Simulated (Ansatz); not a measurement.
## Tl (Fm-3m): electronic heat capacity and spin susceptibility from the density of states

Level of theory: Ansatz 0.2.0, DFT PBE+D3(BJ), scalar-relativistic, plane waves, PAW.

Settings: cutoff 420 eV, Γ-centred mesh 14×14×14 on the computed 1-atom cell, Gaussian smearing of 0.10 eV; no spin polarisation.

Relaxed cell: Fm-3m, a = 4.897 Å, b = 4.897 Å, c = 4.897 Å, α = 90.00°, β = 90.00°, γ = 90.00°, 1 atom in the primitive cell. This fcc form isn't the element's structure at ambient conditions.

The density of states at the Fermi level is 0.636 states/eV in the cell of 1 atom (1 formula unit; both spins, tetrahedra on a 21×21×21 mesh).

Task: What Sommerfeld coefficient and Pauli susceptibility does this give?

Result: Per formula unit N(E_F) = 0.636 states/eV. γ = (π²/3) k_B² N(E_F) N_A = 2.357 mJ/(mol K²) per state/eV, so γ = 1.5 mJ/(mol K²), a mole of formula units. χ_P = μ_B² N(E_F) N_A = 3.23×10⁻⁵ emu/mol per state/eV gives 2.1×10⁻⁵ emu/mol. This is the bare band result: a measured γ of the same phase is as a rule larger by a factor 1 + λ from phonons and spin fluctuations, the spin part of χ is larger by the Stoner factor, and a measured χ also holds orbital and core terms. N(E_F) at one energy is sensitive to the mesh where the density of states has sharp peaks.

Spin-orbit coupling is left out, which matters for the bands of heavy elements.

Cost: 1 run of about 0.11 core-minutes, on Arm Neoverse V2 (shared hosts).